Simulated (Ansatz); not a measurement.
# Response of Si to small distortions

```
Si
1.0
    -2.25100    2.36850    1.27500
     2.25100   -2.36850    1.27500
     2.25100    2.36850   -1.27500
Si
2
Direct
  0.80700 0.55700 0.25000
  0.19300 0.44300 0.75000
```

Atom numbers follow the list: Si1, Si2.

The geometry is COD entry 9011656, unchecked; take it as a test cell.

The calculation used DFT, LDA, all-electron LAPW, scalar-relativistic in Ansatz 0.2.0.

Numerical set-up: a Γ-centred 16×16×16 k mesh, Fermi–Dirac smearing of 0.05 eV, basis error target 0.5 meV/atom, no spin polarisation.

The unchanged cell is at 10.79 GPa.

In a metal, stresses and small energies carry noise from the k mesh.

x, y and z are the Cartesian axes of the cell as listed; fractional coordinates follow a strain, and an engineering shear is twice the off-diagonal strain component.

(1) One change gave: energy change under 1 meV/atom; stress change (xx, yy, zz, yz, xz, xy) -0.11, 0.13, -0.01, -0.78, -0.45, -0.82 GPa, compression positive; change of the force on Si1 (0.029, -0.011, 0.000) eV/Å. Which change was it?
A. equal xy, yz and zx engineering shear strains of +1 %
B. equal xy, yz and zx engineering shear strains of +3 %
C. equal xy, yz and zx engineering shear strains of -3 %
D. equal xy, yz and zx engineering shear strains of -1 %
E. equal xy, yz and zx engineering shear strains of +2 %
F. equal xy, yz and zx engineering shear strains of -2 %

## Answers

(1) A. For equal xy, yz and zx engineering shear strains of -3 %: energy change +9 meV/atom; stress change (xx, yy, zz, yz, xz, xy) 0.06, 0.40, -0.30, 2.55, 1.97, 2.66 GPa, compression positive; change of the force on Si1 (-0.094, 0.038, -0.003) eV/Å. For equal xy, yz and zx engineering shear strains of -1 %: energy change under 1 meV/atom; stress change (xx, yy, zz, yz, xz, xy) -0.12, 0.13, 0.01, 0.76, 0.42, 0.80 GPa, compression positive; change of the force on Si1 (-0.025, 0.009, 0.001) eV/Å. For equal xy, yz and zx engineering shear strains of +2 %: energy change +4 meV/atom; stress change (xx, yy, zz, yz, xz, xy) -0.18, 0.38, -0.17, -1.43, -0.70, -1.48 GPa, compression positive; change of the force on Si1 (0.057, -0.020, -0.003) eV/Å. For equal xy, yz and zx engineering shear strains of -2 %: energy change +4 meV/atom; stress change (xx, yy, zz, yz, xz, xy) -0.11, 0.26, -0.10, 1.62, 1.13, 1.69 GPa, compression positive; change of the force on Si1 (-0.055, 0.022, 0.000) eV/Å. For equal xy, yz and zx engineering shear strains of +3 %: energy change +8 meV/atom; stress change (xx, yy, zz, yz, xz, xy) 0.07, 0.33, -0.36, -2.19, -1.17, -2.16 GPa, compression positive; change of the force on Si1 (0.087, -0.032, -0.007) eV/Å.
